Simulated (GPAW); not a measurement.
The system is CuO.

```xyz
4
Lattice="3.4221 0.0000 0.0000 0.0000 3.4221 0.0000 0.0000 0.0000 4.2605" Properties=species:S:1:pos:R:3 pbc="T T T"
Cu    0.0000    1.7110    0.0000
Cu    1.7110    0.0000    2.1302
O     0.0000    0.0000    1.0651
O     0.0000    0.0000    3.1953
```

Measurements of this composition are mostly on another form, of space group No. 15.

Base run:

- Program: GPAW 26.7.0
- Functional: r2SCAN
- Potentials or basis: GPAW PAW data sets (gpaw-data 1.2.1)
- Cutoff: 800 eV
- Basis: pw
- k mesh: 6 × 6 × 5
- Occupations: fermi-dirac, width 0.05 eV
- Spin: no spin polarisation

Its results: pressure -6.5 GPa.

**Question.** The run is repeated on the same cell with these changes: functional from r2SCAN to SCAN. What comes out?

**Answer.** Pressure -7.6 GPa.

Caveats: with this Cu data set, volumes or pressures lay over 1.5 % or 2 GPa off other programs in two to four cells of ten; the PAW data sets were made with another functional, which shifts forces and pressure a little; the run has no spin polarisation, though such a crystal can be magnetic.

Not every run made on this cell is shown here.
